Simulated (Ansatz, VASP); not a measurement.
One calculation of Cd, two programs

File INCAR:

```
SYSTEM = Cd
ALGO = Fast
EDIFF = 1E-6
ENCUT = 520
GGA = PE
ISIF = 2
ISMEAR = 0
LASPH = .True.
LCHARG = .False.
LREAL = .False.
LWAVE = .False.
NBANDS = 12
NELM = 80
PREC = Accurate
SIGMA = 0.05
```

The input KPOINTS:

```
k-points
0
Gamma
  10 10 10
  0 0 0
```

File POSCAR:

```
Cd
1.0
    1.6080291515      0.9283960635      2.4492874100
   -1.6080291515      0.9283960635      2.4492874100
    0.0000000000     -1.8567921270      2.4492874100
Cd
1
Cartesian
    0.0000000000      0.0000000000      0.0000000000
```

The input input.yaml:

```yaml
crystal:
  lattice:
    - [1.6080291515, 0.9283960635, 2.44928741]
    - [-1.6080291515, 0.9283960635, 2.44928741]
    - [0.0, -1.856792127, 2.44928741]
  atoms:
    - { symbol: Cd, position: [0.0, 0.0, 0.0] }
hamiltonian:
  xc: pbe
  pseudopotentials: { kind: paw }
kpoints:
  mp_grid: { grid: [10, 10, 10] }
scf:
  occupations: { method: gaussian, width: 0.05 }
output:
  forces: true
  stress: true
  eigenvalues: true
```

This isn't the form of Cd at room conditions, which is hcp.

Alike in both runs: task single point; functional PBE; k mesh 10 × 10 × 10; occupations gaussian, width 0.05 eV; no spin polarisation.

|  | VASP | Ansatz |
| --- | --- | --- |
| version | VASP 6.6.1 | Ansatz 0.2.0 |
| potentials or method | VASP PAW PBE potentials, release 64 (Cd) | Ansatz PAW |
| plane-wave cutoff (eV) | 520 | 420 |
| valence electrons in the cell | 12 | 20 |

```tsv
	VASP	Ansatz	Ansatz less VASP
gap on the k mesh at the Fermi level (eV)	none	none	-
pressure (GPa)	2.4	2.1	-0.36
largest component of the traceless stress (GPa)	0.56	0.52	-0.041
```

A gap of «none» marks a metal or a gap that the smearing closes. The functional is the same, so the differences come from potentials, cutoffs and numerics. The two sets of potentials don't hold the same shells in valence.
